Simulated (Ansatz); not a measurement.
Write the native input for Ansatz 0.2.0 that does the following.

```
Task                                : band structure
Functional                          : HSEsol
Potentials or basis                 : Ansatz PAW
Cutoff                              : 420 eV (not typed: the program's choice for these potentials)
k mesh                              : 4 × 4 × 4
Occupations                         : fermi-dirac, width 0.05 eV
Spin                                : no spin polarisation
Path                                : [["G", "X", "M", "G", "R", "X"], ["M", "R"]]
Points for each segment of the path : 4
```

The system is PbSe.

```
Pb Se
1.0
     3.78432    0.00000    0.00000
     0.00000    3.78432    0.00000
     0.00000    0.00000    3.78432
Pb Se
1 1
Cartesian
  0.0000 0.0000 0.0000
  1.8922 1.8922 1.8922
```

Measurements of this composition are mostly on another form, of space group No. 225.

One way to write it, as run:

input

```
crystal:
  lattice:
    - [3.784322, 0.0, 0.0]
    - [0.0, 3.784322, 0.0]
    - [0.0, 0.0, 3.784322]
  atoms:
    - { symbol: Pb, position: [0.0, 0.0, 0.0] }
    - { symbol: Se, position: [0.5, 0.5, 0.5] }
hamiltonian:
  xc:
    exchange: hjs_pbesol
    correlation: pbesol
    exx: { coeff: 0.25, omega: 0.207 }
  pseudopotentials: { kind: paw }
kpoints:
  mp_grid: { grid: [4, 4, 4] }
  band_path:
    path:
      - [[0.0, 0.0, 0.0], [0.0, 0.5, 0.0], [0.5, 0.5, 0.0], [0.0, 0.0, 0.0], [0.5, 0.5, 0.5], [0.0, 0.5, 0.0]]
      - [[0.5, 0.5, 0.0], [0.5, 0.5, 0.5]]
    npoints: 4
scf:
  occupations: { method: fermi_dirac, width: 0.05 }
  n_extra_bands: 6
output:
  forces: true
  stress: true
  eigenvalues: true
  fatbands: false
```

Results of the run:

```yaml
Pressure: -3.0 GPa
Band_gap_on_the_k_mesh: none (metal or under the smearing width)
```

Caveat: the k mesh is coarse (spacing up to 0.42 Å⁻¹), so the values aren't converged, least of all with exact exchange; spin-orbit coupling is left out, which moves the levels of the heavy elements; the PAW data sets come from PBE, with cores solved anew for the run's functional, which leaves a small shift of forces and pressure; the thresholds are loose for stress.

It took 33 s on 1 × NVIDIA H100 80GB HBM3 with 2 threads of AMD EPYC 7R13 Processor (Zen 3), with other jobs on the host, peak memory 1.7 GiB.
